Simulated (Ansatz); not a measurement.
## Ideal shear of a crystal plane in AgCl

Method: DFT PBE, scalar-relativistic, plane waves, PAW (Ansatz 0.2.0). Cutoff 420 eV, Γ-centred 7×7×3 k-points, Gaussian smearing of 0.05 eV. No spin polarisation. Energies are free energies at this smearing, counted from the undisturbed cell; pressure is positive in compression.

The undisturbed cell (relaxed at this level):

```xyz
8
Lattice="-3.9643 0.0000 -0.1971 0.0000 -3.9681 0.0000 -0.5495 0.0000 11.2102" Properties=species:S:1:pos:R:3 pbc="T T T"
Ag   -3.4527   -2.9760    9.6634
Ag   -3.1780   -2.9760    4.0583
Ag   -1.0610   -0.9920    1.3498
Ag   -1.3358   -0.9920    6.9549
Cl   -1.4720   -0.9920    9.7580
Cl   -1.1973   -0.9920    4.1529
Cl   -3.0418   -2.9760    1.2551
Cl   -3.3165   -2.9760    6.8602
```

The cut lies on the cell's a–b face, a (0 0 -1) plane (indices in the standard cell, whose axes needn't be the Cartesian ones shown) of area 15.75 Å², between layers 2.80 Å apart. Vector c is tilted by f times 1·a + 0·b (length 3.969 Å) with the atoms' Cartesian places fixed: one unrelaxed fault a cell. The traction is dγ/du, the slope of γ against the slip u in Å.

| f | γ (mJ/m²) | traction (GPa) |
| --- | --- | --- |
| 0.0000 | 0 | 0.0 |
| 0.1000 | 17 | 0.9 |
| 0.2000 | 67 | 1.6 |
| 0.3000 | 138 | 1.9 |
| 0.4000 | 203 | 1.3 |
| 0.5000 | 230 | 0.0 |
| 0.6000 | 203 | -1.3 |
| 0.7000 | 138 | -1.9 |
| 0.8000 | 67 | -1.6 |
| 0.9000 | 17 | -0.9 |

Q: Read off the first barrier and the stress needed to climb it, and compare with Frenkel's sinusoid.

A: The first sampled maximum lies at f = 0.500, a slip of 1.98 Å, with γ ≈ 230 mJ/m², which stands in for the unstable fault energy γ_us, and the steepest sampled slope before it is 1.9 GPa. A sinusoid γ = γ_us sin²(πu/λ) with its maximum there has λ = 3.97 Å and a largest slope πγ_us/λ = 1.8 GPa (1 mJ/m² per Å = 0.01 GPa).

Q: Is there a metastable fault on this line?

A: Apart from points where γ returns to about zero, no local minimum shows among the samples, so at this sampling the line offers no fault for a dislocation to split on; a fault can still lie off the line.

The cut is rigid; relaxing the faces lowers these energies and usually the stresses.

Cost: 10 runs of about 4.8 core-minutes in all, on Arm Neoverse V1 (shared hosts).